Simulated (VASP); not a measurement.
These are PBE GGA, VASP's PBE PAW potentials (set 64) (plane waves; VASP 6.6.1) values and carry that method's errors. Each cell was relaxed at this level, without spin-orbit coupling.

**Question.** Which of these comes out without a gap?
(A) Ag2O, Pn-3m (224)
(B) NaH, Fm-3m (225)
(C) ZrO2, P2_1/c (14)
(D) MoSe2, P6_3/mmc (194)

**Answer.** A, Ag2O, Pn-3m (224). The others have gaps of 3.60 eV (ZrO2, P2_1/c (14)), 1.18 eV (MoSe2, P6_3/mmc (194)), 3.79 eV (NaH, Fm-3m (225)).
